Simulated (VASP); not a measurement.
# WS₂: relaxed cell and band gap, by functional and dispersion

WS₂, R3m (no. 160), 3 atoms in the cell.

| Functional | Dispersion | Volume (Å³/atom) | Change from the starting volume (fraction) | Gap, path and mesh (eV) | Dispersion term (eV/cell) | Time (s) |
|---|---|---|---|---|---|---|
| PBE | TS | 17.65 | -0.005 | 0.99 | -0.924 | 707 |
| PBE | D3(BJ) | 17.39 | -0.020 | 0.95 | -1.309 | 481 |
| RPBE | D4 | 16.65 | -0.061 | 0.80 | -2.821 | 687 |

Limits: Spin-orbit coupling is left out, and with elements this heavy it changes the gap.

## Input of the first row

INCAR.step1:
```
PREC     = Accurate       # precision mode
ENCUT    = 600            # plane-wave cutoff, eV
EDIFF    = 1E-7           # SCF threshold, eV
ISMEAR   = 0              # smearing method
SIGMA    = 0.02           # smearing width, eV
LREAL    = F              # projectors in reciprocal space
LASPH    = T              # aspherical terms in the spheres
GGA_COMPAT= F            
ALGO     = Normal         # electronic algorithm
NELM     = 150            # most SCF steps
ISIF     = 3              # what is computed and relaxed
LWAVE    = F              # write WAVECAR
LCHARG   = F              # write CHGCAR
GGA      = PE             # functional
IVDW     = 2              # dispersion correction
IBRION   = 2              # ionic algorithm
EDIFFG   = -0.002         # ionic threshold
NSW      = 60             # ionic steps
KPAR     = 4             
```

INCAR.step2, as INCAR.step1 but for:
```
- NSW = 60
+ NSW = 40
```

INCAR.step3, as INCAR.step2 but for:
```
- ISIF = 3
- IBRION = 2
- EDIFFG = -0.002
- NSW = 40
+ ISIF = 2
+ NBANDS = 20
```

KPOINTS:
```
k-points
0
Gamma
  7 7 7
```

KPOINTS_OPT:
```
path GLB1,BZGX,QFP1Z,LP
8
line-mode
reciprocal
 0.0000000000  0.0000000000  0.0000000000  G
 0.5000000000  0.0000000000  0.0000000000  L

 0.5000000000  0.0000000000  0.0000000000  L
 0.5000000000  0.1812521368 -0.1812521368  B1

 0.8187478632  0.5000000000  0.1812521368  B
 0.5000000000  0.5000000000  0.5000000000  Z

 0.5000000000  0.5000000000  0.5000000000  Z
 0.0000000000  0.0000000000  0.0000000000  G

 0.0000000000  0.0000000000  0.0000000000  G
 0.3406260684  0.0000000000 -0.3406260684  X

 0.6593739316  0.3406260684  0.0000000000  Q
 0.5000000000  0.5000000000  0.0000000000  F

 0.5000000000  0.5000000000  0.0000000000  F
 0.6593739316  0.6593739316  0.1812521368  P1

 0.6593739316  0.6593739316  0.1812521368  P1
 0.5000000000  0.5000000000  0.5000000000  Z

 0.5000000000  0.0000000000  0.0000000000  L
 0.8187478632  0.3406260684  0.3406260684  P
```

POSCAR.step1:
```
WS2
1.0
    1.5790000000      0.9116360751      6.1633333333
   -1.5790000000      0.9116360751      6.1633333333
    0.0000000000     -1.8232721501      6.1633333333
W S
1 2
Direct
    0.0000000000      0.0000000000      0.0000000000
    0.5810000000      0.5810000000      0.5810000000
    0.7503000000      0.7503000000      0.7503000000
```

Commands (each step's output is kept before the next begins):
```
cat potpaw_PBE.64/W_sv/POTCAR potpaw_PBE.64/S/POTCAR > POTCAR
cp INCAR.step1 INCAR
cp POSCAR.step1 POSCAR
mpirun -np 4 vasp_std > vasp.out
cp CONTCAR POSCAR
rm WAVECAR CHG
cp INCAR.step2 INCAR
mpirun -np 4 vasp_std > vasp.out
cp CONTCAR POSCAR
rm WAVECAR CHG
cp INCAR.step3 INCAR
mpirun -np 4 vasp_std > vasp.out
```

Changes of the last row against the first:
```
(all steps)
- GGA = PE
- IVDW = 2
+ GGA = RP
+ IVDW = 13
```

VASP 6.6.1 took 707 s on 4 cores (Intel Xeon 6975P-C (Granite Rapids)), a shared host.
